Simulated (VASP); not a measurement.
Write the native input for VASP 6.6.1 that does the following.

```yaml
Task: relaxation of cell and atoms
Functional: LDA
Potentials_or_basis: VASP PAW LDA potentials, release 64 (Bi_d)
Cutoff: 600 eV
k_mesh: 12 × 12 × 10
Occupations: methfessel-paxton, width 0.1 eV
Spin: no spin polarisation
Further_INCAR_settings: ALGO = Normal; EDIFF = 1e-07; IBRION = 2; EDIFFG = -0.005; NSW = 90; ISIF = 3
```

The structure of Bi lies in POSCAR:

```
Bi                                      
1.0
    2.2490856635      1.2985102133      3.8323648380
   -2.2490856635      1.2985102133      3.8323648380
    0.0000000000     -2.5970204265      3.8323648380
  Bi            
     2
Direct
     0.2374200385296747    0.2374200385296747    0.2374200385296747
     0.7625799614703253    0.7625799614703253    0.7625799614703253
```

The input as run:

INCAR

```
  PREC = Accurate
  ENCUT = 600
  EDIFF = 1E-7
  ISMEAR = 1
  SIGMA = 0.1
  LREAL = False
  LASPH = True
  NELM = 80
  ALGO = Normal
  ISIF = 3
  LWAVE = False
  LCHARG = False
  GGA = CA
  IBRION = 2
  NSW = 90
  EDIFFG = -0.005
```

KPOINTS

```
Automatic mesh
0
Gamma
  12 12 10
```

Potentials or basis: VASP PAW LDA potentials, release 64 (Bi_d).

Launch:

```console
$ cat potpaw_LDA.64/Bi_d/POTCAR > POTCAR
$ mpirun -np 1 vasp_std > vasp.out
```

It gave:

```yaml
Relaxed_volume: 33.56 Å³/atom
Relaxed_cell: a = 4.629 Å, b = 4.629 Å, c = 4.629 Å, α = 58.12°, β = 58.12°, γ = 58.12°
Space_group_after_relaxing_to_0.05_Å: R-3m (No. 166)
Energy_gained_by_relaxing: 0.0 meV/atom
Ionic_steps: 2
Pressure_after_relaxing: 0.0 GPa
Largest_force_after_relaxing: 0.004 eV/Å
Band_gap_on_the_k_mesh: none (metal or under the smearing width)
```

Caveat: spin-orbit coupling is left out, which moves the levels of the heavy elements.

Run time: 7.5 min on 1 thread of Intel(R) Xeon(R) 6975P-C (Granite Rapids), with other jobs on the host, peak memory 0.57 GiB.
